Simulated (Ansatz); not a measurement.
Sn under changes of volume

One of the cells (28.673 Å³/atom); the others are scaled copies at fixed shape and fractional positions:

```
Sn
1.0
    -1.72654    1.77555    2.33834
     1.72654   -1.77555    2.33834
     1.72654    1.77555   -2.33834
Sn
1
Cartesian
  0.0000 0.0000 0.0000
```

This isn't the form of Sn at room conditions, which is tetragonal (white tin).

- Program: Ansatz 0.2.0
- Functional: HSE06
- Potentials or basis: Ansatz PAW
- Cutoff: 420 eV (not typed: the program's choice for these potentials)
- k mesh: 6 × 6 × 6
- Occupations: fermi-dirac, width 0.05 eV
- Spin: no spin polarisation

```tsv
volume (Å³/atom)	energy over the lowest point (meV/atom)	pressure (GPa)
26.953	3.00	1.5
27.526	0.00	0.4
28.100	0.47	-0.5
28.673	3.98	-1.4
29.247	?	?
29.820	19.10	-2.9
30.394	30.36	-3.5
```

Q: What does the run at 29.247 Å³/atom give?

A: Energy over the lowest point 10.24 meV/atom; pressure -2.2 GPa.

Worked out: A Birch-Murnaghan fit of order 3 (a polynomial in V^(-2/3)) to the other rows has its minimum at 27.74 Å³/atom with B0 = V·E''(V) = 44 GPa and B' = 3.5 at fixed shape and positions, which overstates the stiffness. It gives 10.27 meV/atom at 29.247 Å³/atom, against the run's 10.24, and -dE/dV = -2.1 GPa, against -2.2.

Energies are extrapolated to zero smearing.

Caveats: all runs use coarse meshes; the PAW data sets come from PBE, with cores solved anew for the run's functional, which leaves a small shift of forces and pressure; the thresholds are loose for stress.
